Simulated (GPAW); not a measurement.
AlN:

```
CELL_PARAMETERS angstrom
3.11300 0.00000 0.00000
-1.55650 2.69594 0.00000
0.00000 0.00000 4.98100
ATOMIC_POSITIONS crystal
Al 0.66667 0.33333 0.50000
Al 0.33333 0.66667 0.00000
N 0.66667 0.33333 0.88000
N 0.33333 0.66667 0.38000
```

Program: GPAW 26.7.0. Alike in all runs: no spin polarisation; cell as given.

**Question.** Order these runs on this cell by their band gap on the k mesh, lowest first.
A. level TB-mBJ; potentials or basis GPAW PAW data sets for LDA (gpaw-data 1.2.1), pw; k mesh 7 × 7 × 4; cutoff (eV) 800; smearing fermi-dirac 0.05 eV
B. level r4SCAN; potentials or basis GPAW PAW data sets (gpaw-data 1.2.1), pw; k mesh 7 × 7 × 4; cutoff (eV) 800; smearing fermi-dirac 0.05 eV
C. level mBEEF; potentials or basis GPAW PAW data sets (gpaw-data 1.2.1), pw; k mesh 7 × 7 × 4; cutoff (eV) 800; smearing fermi-dirac 0.05 eV
D. level optB88-vdW; potentials or basis GPAW PAW data sets (gpaw-data 1.2.1), pw; k mesh 7 × 7 × 4; cutoff (eV) 800; smearing fermi-dirac 0.05 eV
E. level PBE; potentials or basis GPAW PAW data sets (gpaw-data 1.2.1), pw; k mesh 8 × 8 × 5; cutoff (eV) 600; smearing fermi-dirac 0.001 eV; response ecut 80 eV; response k mesh 19 × 19 × 11; response bands 48; kernels ["RPA", "LR0.2", "ALDA"]; coarser k mesh 14 × 14 × 8

**Answer.** E (4.20 eV), D (4.45 eV), B (4.88 eV), C (5.04 eV), A (5.76 eV).

Caveats: a model potential gives levels but no total energy (some runs); the long-wavelength limit can be off by a per cent or two (some runs); an odd mesh through Γ misses points on the zone boundary, where band edges often lie (some runs).

A k mesh can miss the band edges, odd and even meshes differently.
